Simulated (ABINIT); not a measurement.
Runs of ABINIT 10.8.3 (patched build) on BaTiO3. It takes space group P4mm (No. 99, tetragonal). Conventional cell: a = 4.000 Å, b = 4.000 Å, c = 4.018 Å, α = 90.00°, β = 90.00°, γ = 90.00°. Ba (site symmetry 4mm) has 12 O at 2.79 to 2.88 Å as nearest neighbours. Around Ti (site symmetry 4mm) lie 6 O at 1.89 to 2.13 Å. O (site symmetry 2mm) is surrounded by 2 Ti at 2.00 Å. O (site symmetry 4mm) has 2 Ti at 1.89 to 2.13 Å as nearest neighbours. 

```tsv
task	level	potentials or basis	cell	k mesh	cell freedom (optcell)	cutoff smearing ecutsm (Ha)	optimiser (ionmov)	force stop (Ha/bohr)	gap on the mesh (eV)	pressure (GPa)	relaxed volume (Å³/atom)	largest force (eV/Å)
relaxation of cell and atoms	PBEsol	JTH PAW PBE v2.0	relaxed	5 × 5 × 5	2	0.5	22	0.0005	1.98	0.0	(a)	0.02
band structure	PBEsol	JTH PAW PBE v2.0	as given	7 × 7 × 7	-	-	-	-	1.84	-2.5	-	0.32
single point	PBE	JTH PAW PBE v2.0	atoms moved at random, drawn with an rms of 0.05 Å	7 × 7 × 7	-	-	-	-	1.90	4.1	-	0.58
band structure	PBE	JTH PAW PBE v2.0	as given	7 × 7 × 7	-	-	-	-	1.89	3.6	-	0.29
relaxation of cell and atoms	LDA	JTH PAW LDA v2.0	relaxed	7 × 7 × 7	2	0.5	2	0.0005	1.89	0.1	(b)	0.02
single point	PBE	JTH PAW PBE v2.0	as given	7 × 7 × 7	-	-	-	-	1.89	3.6	-	0.29
```

Alike in all rows: no spin polarisation; cutoff (eV) 626; smearing fermi-dirac 0.05 eV.

Question: Estimate the missing entries.

Answer: (a) 12.79; (b) 12.37.

Caveats: this set's barium file shifts pressures by 1.5 GPa and gaps by 0.1 eV against other sets; spin-orbit coupling is left out, which moves the levels of the heavy elements; the atomic spheres overlap; an odd mesh through Γ misses points on the zone boundary, where band edges often lie (some runs); the PAW data sets were made with another functional, which shifts forces and pressure a little (some runs); the mesh misses the band edges, which the band path finds closer together (some runs).

A k mesh can miss the band edges, and the runs leave out spin-orbit coupling on Ba.
